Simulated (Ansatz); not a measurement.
A trial cell of SiGe₂, before relaxation:

```
Si Ge
1.0
     5.14175    0.00000    0.00000
    -2.57087    4.45288    0.00000
     0.00000    0.00000    4.69652
Si Ge
2 4
Direct
  0.66667 0.33333 0.00000
  0.33333 0.66667 0.00000
  0.00000 0.00000 0.00000
  0.00000 0.33333 0.50000
  0.66667 0.66667 0.50000
  0.33333 0.00000 0.50000
```

Computed with DFT PBE, scalar-relativistic, plane waves, PAW in Ansatz. Cutoff 420 eV, Gaussian smearing, Γ-centred meshes. Cell and atoms relax on a converged mesh. In metals the finer mesh still leaves noise of several meV/atom or more. The steps can't lower the symmetry of their start. No spin polarisation.

A guess keeps its type if space group and coordination stay and the shape of the cell changes little (axis ratios within about 15 %, angles within 6°); the volume may change.

Question: Will the relaxed cell still be of the starting type?

Answer: It keeps its type. The symmetry stays P-62m (No. 189). The volume per atom stays near 17.9 Å³. The shortest distance goes from 2.91 Å (Si–Ge and Ge–Ge) to 2.86 Å (Ge–Ge). The ratio c/a of the conventional cell changes by a factor of 1.09. Counting neighbours within 15 % of an atom's shortest distance, the start has Ge 12, Si 12 and the end Ge 12, Si 12.

Energies over the elements count from the elements' standard structures at the same level, with no fitted energy shifts.

Question: At what energy does it end?

Answer: +0.45 eV/atom. A positive value: parting into the elements would lower its energy.

The last run used a 12×12×8 mesh (in the run's order of axes) for its 6-atom cell and Gaussian smearing of 0.10 eV. A structure relaxed within its symmetry needn't be a true minimum. Another cell of SiGe2 relaxed alike, in P-3m1, lies 0.44 eV/atom lower, so this cell isn't the stable form at this level.
